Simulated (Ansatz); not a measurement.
The polar optical mode of AlN at 6 GPa, worked through

Computed with DFT PBEsol, scalar-relativistic, plane waves, PAW (Ansatz 0.2.0). Plane waves to 420 eV; Γ-centred k mesh 10×10×10; fixed occupations. No spin polarisation. Phonons by linear response, acoustic sum rule imposed.

The cell, relaxed at 6 GPa:
```
CELL_PARAMETERS angstrom
0.00000 2.16825 2.16825
2.16825 0.00000 2.16825
2.16825 2.16825 0.00000
ATOMIC_POSITIONS crystal
Al 0.00000 0.00000 0.00000
N 0.75000 0.75000 0.75000
```

Other phases may be more stable at this pressure.

Linear response gives ν_TO = 675.3 cm⁻¹, Born charges ±2.544 e (positive on Al) and ε∞ = 4.595. The primitive cell holds 20.387 Å³, and the masses are 26.982 and 14.007 amu.

**Question.** Find ν_LO and the static dielectric constant.

**Answer.** The long-wave field adds a restoring force: ω_LO² − ω_TO² = Z*²e²/(ε_vac ε∞ μV). In these units ν_LO² − ν_TO² = 4.92064×10⁷ Z*²/(μ V ε∞) cm⁻², with μ = m₁m₂/(m₁ + m₂) = 9.220 amu: 368706 cm⁻². So ν_LO = √(675.3² + 368706) = 908.1 cm⁻¹, and the run gives 908.1. Lyddane–Sachs–Teller then gives ε0 = ε∞ (ν_LO/ν_TO)² = 8.31, against 8.31 in the run (it forms both from the same three quantities, so the match checks the arithmetic only). Between ν_TO and ν_LO the dielectric function is negative and an undamped crystal reflects fully: a reststrahlen band from 11.0 to 14.8 μm.

**Question.** What do the Clausius–Mossotti polarisability and the Szigeti charge come to?

**Answer.** With the Lorentz local field, α = (3V/4π)(ε∞ − 1)/(ε∞ + 2) = 2.65 Å³ for the pair, and e_S = 3Z*/(ε∞ + 2) = 1.16 e. The Born charge includes the electrons' response to the dipole's own local field, and e_S takes that enhancement out. The Lorentz field assumes point-like polarisable ions, a poor picture once ε∞ is this large, since the electron clouds then overlap or are shared, so both numbers are formal here.

**Question.** How strongly does a slow electron couple to the LO mode?

**Answer.** For one isotropic parabolic band, Fröhlich's constant is α_F = (1/ε∞ − 1/ε0) √(m* Ry/ħω_LO), with Ry = 13.606 eV, ħω_LO = 112.6 meV and m* in free-electron masses: α_F = 0.0973 × 10.99 × √m* = 1.07 √m*. The band mass isn't part of this run; for m* = 0.1, 0.3 and 1 it gives 0.34, 0.59, 1.07. In weak coupling the polaron lies α_F ħω_LO below the band edge (66 meV at m* = 0.3) with a mass m*(1 + α_F/6); past α_F of about 5 or 6 that expansion fails. A semilocal functional's ε∞ tends to be too large, which taken alone lowers α_F.

This zinc-blende form isn't the usual stable structure of the compound at low pressure.

Cost: 1 run of about 0.49 core-minutes, on Intel Xeon Platinum 8259CL (Skylake/Cascade Lake) (shared hosts).